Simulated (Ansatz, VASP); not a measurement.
## Cl: VASP beside Ansatz

The input INCAR:

```
  ALGO = Normal
  EDIFF = 1E-6
  ENCUT = 520
  GGA = PE
  ISIF = 2
  ISMEAR = -1
  LASPH = T
  LCHARG = T
  LELF = T
  LREAL = F
  LVHAR = T
  LWAVE = F
  NBANDS = 10
  NELM = 100
  PREC = Accurate
  SIGMA = 0.1
```

File KPOINTS:

```
k-points
0
Gamma
  17 17 17
```

The input POSCAR:

```
Cl
1.0
   -1.5577633237      1.5577633237      1.5577633237
    1.5577633237     -1.5577633237      1.5577633237
    1.5577633237      1.5577633237     -1.5577633237
Cl
1
Direct
    0.0000000000      0.0000000000      0.0000000000
```

Input for Ansatz:

```yaml
crystal:
  lattice:
    - [-1.5577633237, 1.5577633237, 1.5577633237]
    - [1.5577633237, -1.5577633237, 1.5577633237]
    - [1.5577633237, 1.5577633237, -1.5577633237]
  atoms:
    - { symbol: Cl, position: [0.0, 0.0, 0.0] }
kpoints:
  mp_grid: { grid: [17, 17, 17] }
scf:
  occupations: { method: fermi_dirac, width: 0.1 }
hamiltonian:
  xc: pbe
  pseudopotentials: { kind: all_electron, lapw: { basis_error: 0.001 } }
output:
  forces: true
  stress: true
  eigenvalues: true
  populations: true
```

Change from the starting cell: volume scaled by 0.7, LAPW.

Alike in both runs: task single point; functional PBE; k mesh 17 × 17 × 17; occupations fermi-dirac, width 0.1 eV; no spin polarisation.

|  | VASP | Ansatz |
| --- | --- | --- |
| version | VASP 6.6.1 | Ansatz 0.2.0 |
| potentials or method | VASP PAW PBE potentials, release 64 (Cl) | all-electron LAPW, scalar-relativistic |
| plane-wave cutoff (eV) | 520 | see its input |

```csv
,VASP,Ansatz,Ansatz less VASP
pressure (GPa),26.6,26.9,+0.29
```

Ansatz ran all-electron here, so the differences hold the error of VASP's frozen core and of both bases.

Caveats: so large a pressure means that the cell lies far from this level's equilibrium, or that cutoff or potentials fall short (VASP); an odd number of electrons without spin polarisation forces a metal; a magnetic or distorted state may lie lower.
